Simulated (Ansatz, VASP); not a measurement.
**One calculation of PtSe2, two programs**

```xyz
3
Lattice="3.7644 0.0000 0.0000 -1.8822 3.2601 0.0000 0.0000 0.0000 4.8653" Properties=species:S:1:pos:R:3 pbc="T T T"
Pt    0.0000    0.0000    0.0000
Se    0.0000    2.1734    1.2866
Se    1.8822    1.0867    3.5787
```

Alike in both runs: task relaxation of cell and atoms; functional PBE; dispersion D3(BJ); k mesh 15 × 15 × 10; occupations gaussian, width 0.1 eV; no spin polarisation.

```csv
,VASP,Ansatz
version,VASP 6.6.1,Ansatz 0.2.0
potentials or method,"VASP PAW PBE potentials, release 64 (Pt, Se)","scalar-relativistic, plane waves, PAW"
plane-wave cutoff (eV),600,420
valence electrons in the cell,22,50
```

Ansatz gave:

```
gap on the k mesh at the Fermi level, each at its own relaxed structure (eV) : none
relaxed volume (Å³/atom)                                                     : 19.80
relaxed cell length with the largest relative difference (Å)                 : 4.823
```

Question: What did VASP give for the same quantities?

Answer: gap on the k mesh at the Fermi level, each at its own relaxed structure (eV): none; relaxed volume (Å³/atom): 19.79; relaxed cell length with the largest relative difference (Å): 4.819.

A gap of «none» marks a metal or a gap that the smearing closes. The two sets of potentials don't hold the same shells in valence.

Caveats: pairwise dispersion overbinds metals, which lowers pressure and volume. Spin-orbit coupling is left out, which matters for the levels of Pt.
